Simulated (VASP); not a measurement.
Input of a VASP 6.6.1 run:

POSCAR

```
ZnS
1.0
    0.0000000000      2.7020000000      2.7020000000
    2.7020000000      0.0000000000      2.7020000000
    2.7020000000      2.7020000000      0.0000000000
Zn S
1 1
Direct
    0.7500000000      0.7500000000      0.7500000000
    0.0000000000      0.0000000000      0.0000000000
```

INCAR.step1

```
SYSTEM = ZnS
PREC = Accurate ; ENCUT = 520
EDIFF = 1E-8 ; ISMEAR = -5
SIGMA = 0.3 ; LREAL = .FALSE.
LASPH = .TRUE. ; NELM = 100
ALGO = Normal ; ISIF = 2
LWAVE = .FALSE. ; LCHARG = .FALSE.
GGA = PE ; LEPSILON = .TRUE.
```

Contents of KPOINTS.step1:

```
Automatic mesh
0
G
  9 9 9
  0 0 0
```

Contents of INCAR.step2:

```
SYSTEM = ZnS
PREC = Accurate ; ENCUT = 520
EDIFF = 1E-5 ; ISMEAR = -5
SIGMA = 0.3 ; LREAL = .FALSE.
LASPH = .TRUE. ; NELM = 100
ALGO = Normal ; ISIF = 2
LWAVE = .TRUE. ; LCHARG = .FALSE.
NBANDS = 16 ; GGA = PE
```

Contents of KPOINTS.step2:

```
regular mesh
0
G
  5 5 5
  0 0 0
```

File INCAR.step3:

```
SYSTEM = ZnS
PREC = Accurate ; ENCUT = 520
EDIFF = 1E-6 ; ISMEAR = -5
SIGMA = 0.3 ; LREAL = .FALSE.
LASPH = .TRUE. ; NELM = 100
ALGO = Normal ; ISIF = 2
LWAVE = .FALSE. ; LCHARG = .FALSE.
METAGGA = R2SCAN ; LHFCALC = .TRUE.
AEXX = 0.168 ; LMIXTAU = .TRUE.
PRECFOCK = Fast ; LUSE_VDW = .TRUE.
IVDW_NL = 2 ; BPARAM = 11.95
CPARAM = 0.0093 ; NBANDS = 16
ISTART = 1
```

KPOINTS.step3

```
regular mesh
0
G
  5 5 5
  0 0 0
```

File KPOINTS_OPT:

```
path GXWKGLUWLK,UX
8
line-mode
reciprocal
 0.0000000000  0.0000000000  0.0000000000  G
 0.5000000000  0.0000000000  0.5000000000  X

 0.5000000000  0.0000000000  0.5000000000  X
 0.5000000000  0.2500000000  0.7500000000  W

 0.5000000000  0.2500000000  0.7500000000  W
 0.3750000000  0.3750000000  0.7500000000  K

 0.3750000000  0.3750000000  0.7500000000  K
 0.0000000000  0.0000000000  0.0000000000  G

 0.0000000000  0.0000000000  0.0000000000  G
 0.5000000000  0.5000000000  0.5000000000  L

 0.5000000000  0.5000000000  0.5000000000  L
 0.6250000000  0.2500000000  0.6250000000  U

 0.6250000000  0.2500000000  0.6250000000  U
 0.5000000000  0.2500000000  0.7500000000  W

 0.5000000000  0.2500000000  0.7500000000  W
 0.5000000000  0.5000000000  0.5000000000  L

 0.5000000000  0.5000000000  0.5000000000  L
 0.3750000000  0.3750000000  0.7500000000  K

 0.6250000000  0.2500000000  0.6250000000  U
 0.5000000000  0.0000000000  0.5000000000  X
```

Potentials or basis: VASP PAW PBE potentials, release 64 (Zn, S).

Command:

```sh
$ cat potpaw_PBE.64/Zn/POTCAR potpaw_PBE.64/S/POTCAR > POTCAR
$ cp INCAR.step1 INCAR
$ cp KPOINTS.step1 KPOINTS
$ mpirun -np 1 vasp_std > vasp.out
$ cp INCAR.step2 INCAR
$ cp KPOINTS.step2 KPOINTS
$ mpirun -np 1 vasp_std > vasp.out
$ cp INCAR.step3 INCAR
$ cp KPOINTS.step3 KPOINTS
$ mpirun -np 1 vasp_std > vasp.out
```

Question: What does it give for the pressure?

Answer: -1.4 GPa.

Question: What does it give for the band gap on the k mesh?

Answer: 3.76 eV, direct.

Levels at the corners of the path, in eV from the valence-band top:
| point | band 5 | band 6 | band 7 | band 8 | band 9 | band 10 | band 11 | band 12 | band 13 | band 14 |
| --- | --- | --- | --- | --- | --- | --- | --- | --- | --- | --- |
| Γ | -7.15 | -7.15 | -0.12 | -0.12 | -0.12 | 3.63 | 8.00 | 8.00 | 8.00 | 13.51 |
| X | -6.88 | -6.70 | -4.87 | -2.29 | -2.29 | 4.56 | 5.50 | 12.95 | 14.14 | 14.14 |
| X | -6.88 | -6.70 | -4.87 | -2.29 | -2.29 | 4.56 | 5.50 | 12.95 | 14.14 | 14.14 |
| W | -6.97 | -6.52 | -4.74 | -2.91 | -2.82 | 6.98 | 7.85 | 9.57 | 9.69 | 14.63 |
| W | -6.97 | -6.52 | -4.74 | -2.91 | -2.82 | 6.98 | 7.85 | 9.57 | 9.69 | 14.63 |
| K | -7.63 | -7.29 | -5.53 | -4.01 | -2.57 | 5.44 | 7.55 | 11.07 | 11.62 | 12.61 |
| K | -7.63 | -7.29 | -5.53 | -4.01 | -2.57 | 5.44 | 7.55 | 11.07 | 11.62 | 12.61 |
| Γ | -7.15 | -7.15 | -0.12 | -0.12 | -0.12 | 3.63 | 8.00 | 8.00 | 8.00 | 13.51 |
| Γ | -7.15 | -7.15 | -0.12 | -0.12 | -0.12 | 3.63 | 8.00 | 8.00 | 8.00 | 13.51 |
| L | -6.97 | -6.77 | -5.60 | -0.89 | -0.89 | 4.84 | 8.47 | 8.47 | 10.44 | 13.95 |
| L | -6.97 | -6.77 | -5.60 | -0.89 | -0.89 | 4.84 | 8.47 | 8.47 | 10.44 | 13.95 |
| U | -7.63 | -7.29 | -5.53 | -4.01 | -2.57 | 5.44 | 7.55 | 11.07 | 11.62 | 12.61 |
| U | -7.63 | -7.29 | -5.53 | -4.01 | -2.57 | 5.44 | 7.55 | 11.07 | 11.62 | 12.61 |
| W | -6.97 | -6.52 | -4.74 | -2.91 | -2.82 | 6.98 | 7.85 | 9.57 | 9.69 | 14.63 |
| W | -6.97 | -6.52 | -4.74 | -2.91 | -2.82 | 6.98 | 7.85 | 9.57 | 9.69 | 14.63 |
| L | -6.97 | -6.77 | -5.60 | -0.89 | -0.89 | 4.84 | 8.47 | 8.47 | 10.44 | 13.95 |
| L | -6.97 | -6.77 | -5.60 | -0.89 | -0.89 | 4.84 | 8.47 | 8.47 | 10.44 | 13.95 |
| K | -7.63 | -7.29 | -5.53 | -4.01 | -2.57 | 5.44 | 7.55 | 11.07 | 11.62 | 12.61 |
| U | -7.63 | -7.29 | -5.53 | -4.01 | -2.57 | 5.44 | 7.55 | 11.07 | 11.62 | 12.61 |
| X | -6.88 | -6.70 | -4.87 | -2.29 | -2.29 | 4.56 | 5.50 | 12.95 | 14.14 | 14.14 |

Caveat: an unscreened hybrid on a path of extra k points without a Coulomb cutoff has errors near the mesh points, so the bands along the path aren't reliable; the PAW data sets were made with another functional, which shifts forces and pressure a little.
